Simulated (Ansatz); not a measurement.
# Iridium, omega (AlB2-type) under PBE: ground state and equation of state, part 1 of 2

Aim: take iridium in the omega (AlB2-type) structure, relax it, solve it on a dense k-mesh, then scale the cell to 7 volumes from 88 to 112 % of the relaxed one and try a fit of the equation of state. The start is ferromagnetic. The k-meshes are 9×9×12 for the relaxation; 11×11×15 for the dense run; 11×11×15 for the volumes.

Method: DFT PBE, plane waves (420 eV) with PAW, scalar-relativistic, in Ansatz 0.2.0.

## Step 1: Starting point

Symmetry: P6/mmm, No. 191, hexagonal system. The conventional cell has a = 4.308 Å, b = 4.308 Å, c = 2.641 Å, α = 90.00°, β = 90.00°, γ = 120.00°. Ir (site symmetry 6/mmm) has 14 Ir at 2.64 to 2.82 Å as nearest neighbours. Ir (site symmetry -6m2) is surrounded by 11 Ir at 2.49 to 2.82 Å.

Coordinates:

```xyz
3
Lattice="4.3081 0.0000 0.0000 -2.1541 3.7309 0.0000 0.0000 0.0000 2.6409" Properties=species:S:1:pos:R:3 pbc="T T T"
Ir    0.0000    0.0000    0.0000
Ir    0.0000    2.4873    1.3204
Ir    2.1541    1.2436    1.3204
```

The atoms start with moments of +1 ×3 μB.

## Step 2: Geometry optimisation

Input file input.yaml:

```yaml
crystal:
  lattice:
    - [4.3081096287, 0.0, 0.0]
    - [-2.1540548143, 3.7309323807, 0.0]
    - [0.0, 0.0, 2.6408712024]
  atoms:
    - { symbol: Ir, position: [0.0, 0.0, 0.0], spin: 1.0 }
    - { symbol: Ir, position: [0.3333333333, 0.6666666667, 0.5], spin: 1.0 }
    - { symbol: Ir, position: [0.6666666667, 0.3333333333, 0.5], spin: 1.0 }
hamiltonian:
  xc: pbe
  pseudopotentials:
    kind: paw
    azcp:
      Ir: "pseudopotentials/Ir.paw.azcp"
basis:
  ecutwfc: 420
  fft_grid_basis: typed
kpoints:
  mp_grid: { grid: [9, 9, 12], shift: [0, 0, 0] }
magnetization:
  spin_polarized: true
scf:
  occupations: { method: fermi_dirac, width: 0.05 }
relax:
  max_steps: 60
  f_tol: 0.01
  cell: {}
```

The log of the run, cut to the lines that bear on the results:

```text
Warning: RAYON_NUM_THREADS=2 ignored (pool sized by the plan → 2); use --threads N
[...]
Pseudopotentials: kind: paw
Pseudopotential: Ir, paw, valence charge 17, recommended cutoff 420 eV (normal), <dir>
Functional definition: PBE
[...]
Crystal: 3 atoms, lattice volume = 42.447 Å³
Basis set: ecut = 420 eV, 795 PW (Γ), exchange–correlation on 60×60×36 points (8 copies of the dense FFT grid, shifted against one another)
Bands: 33, of which v1, the nominal top of the filled ones, is band 26 counted from 1 (25 counted from 0)
Symmetry: 24 space group operations
Space group: P6/mmm (ITA 191), of the structure as read, at distance tolerance 3.5e-5 Å
Magnetic group: BNS 191.233 (UNI 1463), of the structure as read, at distance tolerance 3.5e-5 Å
k-points: 84 of 972
[...]
Starting moments: Σ|m| = 3 μB on 3 of 3 sites
[...]
SCF iter   1: F=—  HF=-35804.250300 eV  |F-HF|=—  |Δ(HF+E_count)|=         —  Δρ=3.52e-2 (↑3.52e-2 ↓2.42e-2)  dr2=8.35e-1  dr2_m=1.13e-1  M=1.865 μB ∫|m|=1.870 μB  β_m=0.30  ethr=1.63e-3  ⟨swp⟩=1.2  Hψ=25967  notcnv=0
[...]
WARN: the starting moments were not kept: the SCF closed with an absolute magnetisation of 7.7e-6 μB, where they sum to 3 μB in size (3 sites). That is at most 0.1 of that sum. Measured as dr2_m measures the in/out step, that magnetisation stands 1.1e-11 eV from none, at or under the [...]
relax step   1: F+E_penalty+E_count = -35804.79635709 eV  Δ(F+E_penalty+E_count) = +0.000e0 eV  max|allowed force component| = 3.547e-17 eV/Å  Δτ_max = 0.0000 Å  P = +20.511 GPa  Ω = 42.447 Å³  (13 SCF iters, dr2 threshold 1.00e-7 eV, accepted)
[...]
SCF converged after 5 iterations
Magnetization: 0.0000 μB (25.5000 up, 25.5000 down)
Absolute magnetization: 0.0000 μB (∫|ρ↑−ρ↓|, with the PAW one-centre terms)
Spin contamination: 0.0000 ħ² per cell (⟨S²⟩ above its minimum at these occupations)
Per-site moments (μB) at R_I (Å): [(7.257629515115344e-7, 1.114677546295823), (5.444205886428596e-7, 1.0428409386326873), (5.444205886428596e-7, 1.0428409386326873)]
Free energy (F): -35804.943861 eV
[...]
E sigma→0 (E₀):  -35804.922512 eV
Entropy (-TS):   -0.042697 eV (-14.232 meV/atom)
Fermi energy:    24.056108 eV
[...]
--- Forces (eV/Å), atoms counted from 1 ---
  atom   1  Ir     0.00000000    -0.00000000     0.00000000
  atom   2  Ir     0.00000000     0.00000000    -0.00000000
  atom   3  Ir    -0.00000000    -0.00000000     0.00000000
[...]
--- Stress (GPa, compression-positive) ---
       -0.000529       0.000000       0.000000
        0.000000      -0.000529       0.000000
        0.000000       0.000000      -0.000816
  P = ⅓ Tr σ = -0.0006 GPa (-0.006 kbar)
--- Relaxed structure (6 steps of the walk, 5 accepted, 2 SCFs on fresh bases) ---
  F+E_penalty+E_count = -35804.94386103 eV   max|allowed force component| = 5.243e-17 eV/Å   (the final SCF, on the basis selected at the relaxed cell)
  cell:  # Å, volume = 44.8710 Å³
    - [4.37879633921123, -2.934104164782595e-11, 0.0]
    - [-2.1893981695802047, 3.792148867769898, 0.0]
    - [0.0, 0.0, 2.7022485970807826]
  atoms:
    - { symbol: Ir, position: [-2.249898298169758e-36, 2.330096846989417e-36, 0.0] }
    - { symbol: Ir, position: [0.33333333333333337, 0.6666666666666667, 0.5000000000000001] }
    - { symbol: Ir, position: [0.6666666666666667, 0.33333333333333337, 0.5000000000000001] }
```

It took 63 s on 2 threads of an Arm CPU, shared host; peak memory 0.44 GiB.

Relaxation path:

```
step  energy change (meV/atom)  largest force (eV/Å)  pressure (GPa)  volume (Å³/atom)  accepted
   1                      0.00                0.0000           20.51            14.149       yes
   2                     15.86                0.0000          -18.37            16.006        no
   3                    -48.68                0.0000           -0.95            15.003       yes
   4                    -48.84                0.0000           -0.02            14.959       yes
   5                    -48.84                0.0000            0.00            14.958       yes
   6                    -49.17                0.0000           -0.03            14.958       yes
   7                    -49.17                0.0000            0.00            14.957       yes
   8                    -49.17                0.0000            0.00            14.957       yes
```

Steps that repeat a cell are solved on a basis chosen anew, so their changes of energy are no gain of the relaxation.

Changes in the cell that was computed:

|  | before | after | change |
| --- | --- | --- | --- |
| a (Å) | 4.308 | 4.379 | +1.6 % |
| b (Å) | 4.308 | 4.379 | +1.6 % |
| c (Å) | 2.641 | 2.702 | +2.3 % |
| volume (Å³/atom) | 14.149 | 14.957 | +5.7 % |
| shortest distance (Å) | 2.487 | 2.528 | +1.6 % |
| space group (spins left aside) | P6/mmm | P6/mmm | same |

## Step 3: The energy on a finer k-mesh

Input file input.yaml:

```yaml
crystal:
  lattice:
    - [4.3787963392, 0.0, 0.0]
    - [-2.1893981696, 3.7921488678, 0.0]
    - [0.0, 0.0, 2.7022485971]
  atoms:
    - { symbol: Ir, position: [1.0, 0.0, 0.0], spin: 1.0 }
    - { symbol: Ir, position: [0.3333333333, 0.6666666667, 0.5], spin: 1.0 }
    - { symbol: Ir, position: [0.6666666667, 0.3333333333, 0.5], spin: 1.0 }
hamiltonian:
  xc: pbe
  pseudopotentials:
    kind: paw
    azcp:
      Ir: "pseudopotentials/Ir.paw.azcp"
basis:
  ecutwfc: 420
  fft_grid_basis: typed
kpoints:
  mp_grid: { grid: [11, 11, 15], shift: [0, 0, 0] }
magnetization:
  spin_polarized: true
scf:
  occupations: { method: fermi_dirac, width: 0.05 }
```

The log of the run, cut to the lines that bear on the results:

```text
Warning: RAYON_NUM_THREADS=2 ignored (pool sized by the plan → 2); use --threads N
[...]
[... 3 set-up lines as earlier in the session ...]
[...]
Crystal: 3 atoms, lattice volume = 44.871 Å³
Basis set: ecut = 420 eV, 903 PW (Γ)
Bands: 33, of which v1, the nominal top of the filled ones, is band 26 counted from 1 (25 counted from 0)
[... 1 set-up line as earlier in the session ...]
Space group: P6/mmm (ITA 191), of the structure as read, at distance tolerance 3.6e-5 Å
Magnetic group: BNS 191.233 (UNI 1463), of the structure as read, at distance tolerance 3.6e-5 Å
k-points: 128 of 1815
[...]
Starting moments: Σ|m| = 3 μB on 3 of 3 sites
[...]
SCF iter   1: F=—  HF=-35805.050387 eV  |F-HF|=—  |Δ(HF+E_count)|=         —  Δρ=5.58e-2 (↑5.58e-2 ↓2.99e-2)  dr2=8.83e-1  dr2_m=5.76e-1  M=0.612 μB ∫|m|=0.613 μB  β_m=0.30  ethr=1.72e-3  ⟨swp⟩=1.2  Hψ=39358  notcnv=0
[...]
SCF iter  11: F=-35804.946367 eV  HF=-35804.946367 eV  |F-HF|=1.46e-11  |Δ(HF+E_count)|=  7.28e-11  Δρ=1.55e-7 (↑1.44e-7 ↓1.55e-7)  dr2=2.10e-11  dr2_m=2.16e-12  M=0.000 μB ∫|m|=0.000 μB  ethr=1.00e-12  ⟨swp⟩=1.0  Hψ=19650  notcnv=0
[...]
WARN: the starting moments were not kept: the SCF closed with an absolute magnetisation of 3.6e-6 μB, where they sum to 3 μB in size (3 sites). That is at most 0.1 of that sum. Measured as dr2_m measures the in/out step, that magnetisation stands 2.0e-12 eV from none, at or under the [...]
SCF converged after 11 iterations
Magnetization: 0.0000 μB (25.5000 up, 25.5000 down)
Absolute magnetization: 0.0000 μB (∫|ρ↑−ρ↓|, with the PAW one-centre terms)
Spin contamination: 0.0000 ħ² per cell (⟨S²⟩ above its minimum at these occupations)
Per-site moments (μB) at R_I (Å): [(1.7466284113499245e-6, 1.1146775463037502), (-6.739474827740828e-7, 1.0428409386375066), (-6.739474827740825e-7, 1.0428409386375066)]
Free energy (F): -35804.946367 eV
[...]
E sigma→0 (E₀):  -35804.925760 eV
Entropy (-TS):   -0.041213 eV (-13.738 meV/atom)
Fermi energy:    24.062108 eV
[...]
```

Run time: 14 s. Hardware: 2 threads of an Arm CPU, shared host; peak memory 0.48 GiB.

## Step 4: At 88 % of the relaxed volume

input.yaml, as its differences from that of step 3:

```diff
@@ -2,5 +2,5 @@
   lattice:
-    - [4.3787963392, 0.0, 0.0]
-    - [-2.1893981696, 3.7921488678, 0.0]
-    - [0.0, 0.0, 2.7022485971]
+    - [4.1961303459, 0.0, 0.0]
+    - [-2.0980651729, 3.6339554772, 0.0]
+    - [0.0, 0.0, 2.5895215174]
   atoms:
@@ -24 +24,3 @@
   occupations: { method: fermi_dirac, width: 0.05 }
+output:
+  stress: true
```

The log of the run, cut to the lines that bear on the results:

```text
Warning: RAYON_NUM_THREADS=2 ignored (pool sized by the plan → 2); use --threads N
[...]
[... 3 set-up lines as earlier in the session ...]
[...]
Crystal: 3 atoms, lattice volume = 39.486 Å³
Basis set: ecut = 420 eV, 771 PW (Γ)
Bands: 33, of which v1, the nominal top of the filled ones, is band 26 counted from 1 (25 counted from 0)
[... 1 set-up line as earlier in the session ...]
Space group: P6/mmm (ITA 191), of the structure as read, at distance tolerance 3.4e-5 Å
Magnetic group: BNS 191.233 (UNI 1463), of the structure as read, at distance tolerance 3.4e-5 Å
k-points: 128 of 1815
[...]
Starting moments: Σ|m| = 3 μB on 3 of 3 sites
[...]
SCF iter   1: F=—  HF=-35803.845301 eV  |F-HF|=—  |Δ(HF+E_count)|=         —  Δρ=6.30e-2 (↑6.30e-2 ↓3.62e-2)  dr2=8.41e-1  dr2_m=6.93e-1  M=0.432 μB ∫|m|=0.433 μB  β_m=0.30  ethr=1.64e-3  ⟨swp⟩=1.1  Hψ=40659  notcnv=0
[...]
SCF iter  10: F=-35804.103597 eV  HF=-35804.103597 eV  |F-HF|=1.53e-10  |Δ(HF+E_count)|=  3.42e-10  Δρ=5.74e-7 (↑5.74e-7 ↓3.47e-7)  dr2=1.91e-10  dr2_m=3.41e-11  M=0.000 μB ∫|m|=0.000 μB  ethr=1.39e-11  ⟨swp⟩=1.4  Hψ=23257  notcnv=0
[...]
WARN: the starting moments were not kept: the SCF closed with an absolute magnetisation of 1.9e-5 μB, where they sum to 3 μB in size (3 sites). That is at most 0.1 of that sum. Measured as dr2_m measures the in/out step, that magnetisation stands 6.8e-11 eV from none, at or under the [...]
SCF converged after 10 iterations
Magnetization: 0.0000 μB (25.5000 up, 25.5000 down)
Absolute magnetization: 0.0000 μB (∫|ρ↑−ρ↓|, with the PAW one-centre terms)
Spin contamination: 0.0000 ħ² per cell (⟨S²⟩ above its minimum at these occupations)
Per-site moments (μB) at R_I (Å): [(7.09391245889194e-6, 1.0681776259275), (5.266798498940471e-6, 0.9993377562217753), (5.266798498940472e-6, 0.9993377562217753)]
Free energy (F): -35804.103597 eV
[...]
E sigma→0 (E₀):  -35804.086820 eV
Entropy (-TS):   -0.033554 eV (-11.185 meV/atom)
Fermi energy:    28.240637 eV
[...]
--- Stress (GPa, compression-positive) ---
       59.149473      -0.000000       0.000000
       -0.000000      59.149473       0.000000
        0.000000       0.000000      52.626767
  P = ⅓ Tr σ = 56.9752 GPa (569.752 kbar)
```

It took 13 s on 2 threads of an Arm CPU, shared host; peak memory 0.47 GiB.

## Step 5: At 92 % of the relaxed volume

input.yaml, as its differences from that of step 4:

```diff
@@ -2,5 +2,5 @@
   lattice:
-    - [4.1961303459, 0.0, 0.0]
-    - [-2.0980651729, 3.6339554772, 0.0]
-    - [0.0, 0.0, 2.5895215174]
+    - [4.2587683918, 0.0, 0.0]
+    - [-2.1293841959, 3.6882016162, 0.0]
+    - [0.0, 0.0, 2.6281767912]
   atoms:
```

The log of the run, cut to the lines that bear on the results:

```text
Warning: RAYON_NUM_THREADS=2 ignored (pool sized by the plan → 2); use --threads N
[...]
[... 3 set-up lines as earlier in the session ...]
[...]
Crystal: 3 atoms, lattice volume = 41.281 Å³
Basis set: ecut = 420 eV, 795 PW (Γ)
Bands: 33, of which v1, the nominal top of the filled ones, is band 26 counted from 1 (25 counted from 0)
[... 2 set-up lines as earlier in the session ...]
Magnetic group: BNS 191.233 (UNI 1463), of the structure as read, at distance tolerance 3.5e-5 Å
k-points: 128 of 1815
[...]
Starting moments: Σ|m| = 3 μB on 3 of 3 sites
[...]
SCF iter   1: F=—  HF=-35804.520386 eV  |F-HF|=—  |Δ(HF+E_count)|=         —  Δρ=6.07e-2 (↑6.07e-2 ↓3.40e-2)  dr2=8.65e-1  dr2_m=6.56e-1  M=0.484 μB ∫|m|=0.484 μB  β_m=0.30  ethr=1.69e-3  ⟨swp⟩=1.1  Hψ=40094  notcnv=0
[...]
SCF iter  11: F=-35804.603726 eV  HF=-35804.603726 eV  |F-HF|=7.28e-12  |Δ(HF+E_count)|=  1.31e-10  Δρ=9.11e-8 (↑9.11e-8 ↓7.92e-8)  dr2=6.25e-12  dr2_m=3.88e-13  M=-0.000 μB ∫|m|=0.000 μB  ethr=1.00e-12  ⟨swp⟩=1.0  Hψ=17937  notcnv=0
[...]
WARN: the starting moments were not kept: the SCF closed with an absolute magnetisation of 1.8e-6 μB, where they sum to 3 μB in size (3 sites). That is at most 0.1 of that sum. Measured as dr2_m measures the in/out step, that magnetisation stands 5.9e-13 eV from none, at or under the [...]
SCF converged after 11 iterations
Magnetization: -0.0000 μB (25.5000 up, 25.5000 down)
Absolute magnetization: 0.0000 μB (∫|ρ↑−ρ↓|, with the PAW one-centre terms)
Spin contamination: 0.0000 ħ² per cell (⟨S²⟩ above its minimum at these occupations)
Per-site moments (μB) at R_I (Å): [(-3.632065973312693e-7, 1.08412292637), (-6.271470223495871e-7, 1.0142554444457876), (-6.271470223495871e-7, 1.0142554444457876)]
Free energy (F): -35804.603726 eV
[...]
E sigma→0 (E₀):  -35804.585720 eV
Entropy (-TS):   -0.036011 eV (-12.004 meV/atom)
Fermi energy:    26.729467 eV
[...]
--- Stress (GPa, compression-positive) ---
       34.608796      -0.000000       0.000000
       -0.000000      34.608796       0.000000
        0.000000       0.000000      30.567188
  P = ⅓ Tr σ = 33.2616 GPa (332.616 kbar)
```

Wall time 13 s (2 threads of an Arm CPU, shared host); peak memory 0.47 GiB.

## Step 6: At 96 % of the relaxed volume

input.yaml, as its differences from that of step 5:

```diff
@@ -2,5 +2,5 @@
   lattice:
-    - [4.2587683918, 0.0, 0.0]
-    - [-2.1293841959, 3.6882016162, 0.0]
-    - [0.0, 0.0, 2.6281767912]
+    - [4.3196161611, 0.0, 0.0]
+    - [-2.1598080805, 3.7408973301, 0.0]
+    - [0.0, 0.0, 2.6657272472]
   atoms:
```

The log of the run, cut to the lines that bear on the results:

```text
Warning: RAYON_NUM_THREADS=2 ignored (pool sized by the plan → 2); use --threads N
[...]
[... 3 set-up lines as earlier in the session ...]
[...]
Crystal: 3 atoms, lattice volume = 43.076 Å³
Basis set: ecut = 420 eV, 903 PW (Γ)
Bands: 33, of which v1, the nominal top of the filled ones, is band 26 counted from 1 (25 counted from 0)
[... 2 set-up lines as earlier in the session ...]
Magnetic group: BNS 191.233 (UNI 1463), of the structure as read, at distance tolerance 3.5e-5 Å
k-points: 128 of 1815
[...]
Starting moments: Σ|m| = 3 μB on 3 of 3 sites
[...]
SCF iter   1: F=—  HF=-35804.899898 eV  |F-HF|=—  |Δ(HF+E_count)|=         —  Δρ=5.83e-2 (↑5.83e-2 ↓3.19e-2)  dr2=8.79e-1  dr2_m=6.18e-1  M=0.544 μB ∫|m|=0.544 μB  β_m=0.30  ethr=1.72e-3  ⟨swp⟩=1.2  Hψ=39507  notcnv=0
[...]
SCF iter  11: F=-35804.867783 eV  HF=-35804.867783 eV  |F-HF|=2.91e-11  |Δ(HF+E_count)|=  1.02e-10  Δρ=1.35e-7 (↑1.10e-7 ↓1.35e-7)  dr2=2.46e-11  dr2_m=9.99e-13  M=-0.000 μB ∫|m|=0.000 μB  ethr=1.00e-12  ⟨swp⟩=1.0  Hψ=17920  notcnv=0
[...]
WARN: the starting moments were not kept: the SCF closed with an absolute magnetisation of 2.4e-6 μB, where they sum to 3 μB in size (3 sites). That is at most 0.1 of that sum. Measured as dr2_m measures the in/out step, that magnetisation stands 1.2e-12 eV from none, at or under the [...]
SCF converged after 11 iterations
Magnetization: -0.0000 μB (25.5000 up, 25.5000 down)
Absolute magnetization: 0.0000 μB (∫|ρ↑−ρ↓|, with the PAW one-centre terms)
Spin contamination: 0.0000 ħ² per cell (⟨S²⟩ above its minimum at these occupations)
Per-site moments (μB) at R_I (Å): [(8.40768958970348e-8, 1.09961248947), (-9.925520716303843e-7, 1.028746765778932), (-9.925520716303843e-7, 1.028746765778932)]
Free energy (F): -35804.867783 eV
[...]
E sigma→0 (E₀):  -35804.848503 eV
Entropy (-TS):   -0.038561 eV (-12.854 meV/atom)
Fermi energy:    25.341282 eV
[...]
--- Stress (GPa, compression-positive) ---
       15.320208       0.000000       0.000000
        0.000000      15.320208       0.000000
        0.000000       0.000000      13.239599
  P = ⅓ Tr σ = 14.6267 GPa (146.267 kbar)
```

Run time: 14 s. Hardware: 2 threads of an Arm CPU, shared host; peak memory 0.48 GiB.

## Step 7: At 100 % of the relaxed volume

input.yaml, as its differences from that of step 6:

```diff
@@ -2,5 +2,5 @@
   lattice:
-    - [4.3196161611, 0.0, 0.0]
-    - [-2.1598080805, 3.7408973301, 0.0]
-    - [0.0, 0.0, 2.6657272472]
+    - [4.3787963392, 0.0, 0.0]
+    - [-2.1893981696, 3.7921488678, 0.0]
+    - [0.0, 0.0, 2.7022485971]
   atoms:
```

The log of the run, cut to the lines that bear on the results:

```text
Warning: RAYON_NUM_THREADS=2 ignored (pool sized by the plan → 2); use --threads N
[...]
[... 3 set-up lines as earlier in the session ...]
[...]
Crystal: 3 atoms, lattice volume = 44.871 Å³
Basis set: ecut = 420 eV, 903 PW (Γ)
Bands: 33, of which v1, the nominal top of the filled ones, is band 26 counted from 1 (25 counted from 0)
[... 2 set-up lines as earlier in the session ...]
Magnetic group: BNS 191.233 (UNI 1463), of the structure as read, at distance tolerance 3.6e-5 Å
k-points: 128 of 1815
[...]
Starting moments: Σ|m| = 3 μB on 3 of 3 sites
[...]
SCF iter   1: F=—  HF=-35805.050387 eV  |F-HF|=—  |Δ(HF+E_count)|=         —  Δρ=5.58e-2 (↑5.58e-2 ↓2.99e-2)  dr2=8.83e-1  dr2_m=5.76e-1  M=0.612 μB ∫|m|=0.613 μB  β_m=0.30  ethr=1.72e-3  ⟨swp⟩=1.2  Hψ=39358  notcnv=0
[...]
SCF iter  11: F=-35804.946367 eV  HF=-35804.946367 eV  |F-HF|=1.46e-11  |Δ(HF+E_count)|=  7.28e-11  Δρ=1.55e-7 (↑1.44e-7 ↓1.55e-7)  dr2=2.10e-11  dr2_m=2.16e-12  M=0.000 μB ∫|m|=0.000 μB  ethr=1.00e-12  ⟨swp⟩=1.0  Hψ=19650  notcnv=0
[...]
WARN: the starting moments were not kept: the SCF closed with an absolute magnetisation of 3.6e-6 μB, where they sum to 3 μB in size (3 sites). That is at most 0.1 of that sum. Measured as dr2_m measures the in/out step, that magnetisation stands 2.0e-12 eV from none, at or under the [...]
SCF converged after 11 iterations
Magnetization: 0.0000 μB (25.5000 up, 25.5000 down)
Absolute magnetization: 0.0000 μB (∫|ρ↑−ρ↓|, with the PAW one-centre terms)
Spin contamination: 0.0000 ħ² per cell (⟨S²⟩ above its minimum at these occupations)
Per-site moments (μB) at R_I (Å): [(1.7466284113499245e-6, 1.1146775463037502), (-6.739474827740828e-7, 1.0428409386375066), (-6.739474827740825e-7, 1.0428409386375066)]
Free energy (F): -35804.946367 eV
[...]
E sigma→0 (E₀):  -35804.925760 eV
Entropy (-TS):   -0.041213 eV (-13.738 meV/atom)
Fermi energy:    24.062108 eV
[...]
--- Stress (GPa, compression-positive) ---
        0.170867       0.000000       0.000000
        0.000000       0.170867       0.000000
        0.000000       0.000000      -0.359074
  P = ⅓ Tr σ = -0.0058 GPa (-0.058 kbar)
```

Run time: 15 s. Hardware: 2 threads of an Arm CPU, shared host; peak memory 0.49 GiB.

## Step 8: At 104 % of the relaxed volume

input.yaml, as its differences from that of step 7:

```diff
@@ -2,5 +2,5 @@
   lattice:
-    - [4.3787963392, 0.0, 0.0]
-    - [-2.1893981696, 3.7921488678, 0.0]
-    - [0.0, 0.0, 2.7022485971]
+    - [4.4364186885, 0.0, 0.0]
+    - [-2.2182093442, 3.8420512861, 0.0]
+    - [0.0, 0.0, 2.7378085776]
   atoms:
```

The log of the run, cut to the lines that bear on the results:

```text
Warning: RAYON_NUM_THREADS=2 ignored (pool sized by the plan → 2); use --threads N
[...]
[... 3 set-up lines as earlier in the session ...]
[...]
Crystal: 3 atoms, lattice volume = 46.666 Å³
Basis set: ecut = 420 eV, 939 PW (Γ)
Bands: 33, of which v1, the nominal top of the filled ones, is band 26 counted from 1 (25 counted from 0)
[... 2 set-up lines as earlier in the session ...]
Magnetic group: BNS 191.233 (UNI 1463), of the structure as read, at distance tolerance 3.6e-5 Å
k-points: 128 of 1815
[...]
Starting moments: Σ|m| = 3 μB on 3 of 3 sites
[...]
SCF iter   1: F=—  HF=-35805.023025 eV  |F-HF|=—  |Δ(HF+E_count)|=         —  Δρ=5.31e-2 (↑5.31e-2 ↓2.79e-2)  dr2=8.79e-1  dr2_m=5.31e-1  M=0.691 μB ∫|m|=0.692 μB  β_m=0.30  ethr=1.72e-3  ⟨swp⟩=1.3  Hψ=39223  notcnv=0
[...]
SCF iter  11: F=-35804.879469 eV  HF=-35804.879469 eV  |F-HF|=6.55e-11  |Δ(HF+E_count)|=  8.73e-11  Δρ=2.56e-7 (↑1.94e-7 ↓2.56e-7)  dr2=7.53e-11  dr2_m=4.87e-12  M=0.000 μB ∫|m|=0.000 μB  ethr=1.00e-12  ⟨swp⟩=1.0  Hψ=23028  notcnv=0
[...]
WARN: the starting moments were not kept: the SCF closed with an absolute magnetisation of 6.1e-6 μB, where they sum to 3 μB in size (3 sites). That is at most 0.1 of that sum. Measured as dr2_m measures the in/out step, that magnetisation stands 5.8e-12 eV from none, at or under the [...]
SCF converged after 11 iterations
Magnetization: 0.0000 μB (25.5000 up, 25.5000 down)
Absolute magnetization: 0.0000 μB (∫|ρ↑−ρ↓|, with the PAW one-centre terms)
Spin contamination: 0.0000 ħ² per cell (⟨S²⟩ above its minimum at these occupations)
Per-site moments (μB) at R_I (Å): [(2.883593033363191e-6, 1.12934603826), (-1.2673642822592075e-6, 1.0565641036726934), (-1.2673642822592083e-6, 1.0565641036726934)]
Free energy (F): -35804.879469 eV
[...]
E sigma→0 (E₀):  -35804.857483 eV
Entropy (-TS):   -0.043971 eV (-14.657 meV/atom)
Fermi energy:    22.880007 eV
[...]
--- Stress (GPa, compression-positive) ---
      -11.701449      -0.000000       0.000000
       -0.000000     -11.701449       0.000000
        0.000000       0.000000     -11.005997
  P = ⅓ Tr σ = -11.4696 GPa (-114.696 kbar)
```

It took 15 s on 2 threads of an Arm CPU, shared host; peak memory 0.5 GiB.

(Continued in part 2 of 2.)
